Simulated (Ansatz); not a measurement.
# Pb under changes of volume

One of the cells (30.323 Å³/atom); the others are scaled copies at fixed shape and fractional positions:

```xyz
1
Lattice="0.0000 2.4750 2.4750 2.4750 0.0000 2.4750 2.4750 2.4750 0.0000" Properties=species:S:1:pos:R:3 pbc="T T T"
Pb    0.0000    0.0000    0.0000
```

```yaml
Program: Ansatz 0.2.0
Functional: B3LYP5
Potentials_or_basis: Ansatz PAW
Cutoff: "420 eV (not typed: the program's choice for these potentials)"
k_mesh: 5 × 5 × 5
Occupations: fermi-dirac, width 0.05 eV
Spin: no spin polarisation
```

```tsv
volume (Å³/atom)	energy over the lowest point (meV/atom)	pressure (GPa)
28.503	90.91	7.8
29.110	64.12	6.3
29.716	42.65	5.0
30.323	25.96	3.8
30.929	13.59	2.7
31.535	?	?
32.142	0.00	0.9
```

Task: What does the run at 31.535 Å³/atom give?

Result: Energy over the lowest point 5.05 meV/atom; pressure 1.8 GPa.

Worked out: A Birch-Murnaghan fit of order 3 (a polynomial in V^(-2/3)) to the other rows has its minimum at 32.85 Å³/atom, just outside them, with B0 = V·E''(V) = 40 GPa and B' = 4.7. It gives 5.06 meV/atom at 31.535 Å³/atom, against the run's 5.05, and -dE/dV = 1.8 GPa, against 1.8.

Energies are extrapolated to zero smearing.

Caveats: all runs use coarse meshes; the PAW data sets come from PBE, with cores solved anew for the run's functional, which leaves a small shift of forces and pressure; the thresholds are loose for stress.
